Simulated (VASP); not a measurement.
A run of VASP 6.6.1:

Contents of INCAR:

```
SYSTEM = Cu
  ALGO = Fast
  EDIFF = 1E-6
  EDIFFG = -0.01
  ENCUT = 520
  GGA = CA
  IBRION = 2
  ISIF = 2
  ISMEAR = 1
  KPAR = 8
  LASPH = .TRUE.
  LCHARG = .FALSE.
  LREAL = .FALSE.
  LWAVE = .FALSE.
  NELM = 80
  NSW = 40
  PREC = Accurate
  SIGMA = 0.2
```

Contents of KPOINTS:

```
k-points
0
G
  12 18 1
  0 0 0
```

Contents of POSCAR:

```
Cu
1.0
    3.5230000000      0.0000000000      0.0000000000
    0.0000000000      2.4911371901      0.0000000000
    0.0000000000      0.0000000000     27.4556859506
Cu
11
Direct
    0.0000000000      0.0000000000      0.2731674602
    0.5000000000      0.5000000000      0.3185339682
    0.0000000000      0.0000000000      0.3639004761
    0.5000000000      0.5000000000      0.4092669841
    0.0000000000      0.0000000000      0.4546334920
    0.5000000000      0.5000000000      0.5000000000
    0.0000000000      0.0000000000      0.5453665080
    0.5000000000      0.5000000000      0.5907330159
    0.0000000000      0.0000000000      0.6360995239
    0.5000000000      0.5000000000      0.6814660318
    0.0000000000      0.0000000000      0.7268325398
```

Potentials or basis: VASP PAW LDA potentials, release 64 (Cu).

The run is started by

```bash
$ cat potpaw_LDA.64/Cu/POTCAR > POTCAR
$ mpirun -np 8 vasp_std > vasp.out
```

Hardware: 8 MPI ranks on Intel(R) Xeon(R) Platinum 8259CL CPU @ 2.50GHz (Skylake/Cascade Lake), on a shared host.

How long does it take, and how much memory?

It took 40 min on 8 MPI ranks on Intel(R) Xeon(R) Platinum 8259CL CPU @ 2.50GHz (Skylake/Cascade Lake) (shared host), peak memory 0.83 GiB a rank. Counts: scf iterations 152, k points 70, ion steps 15.
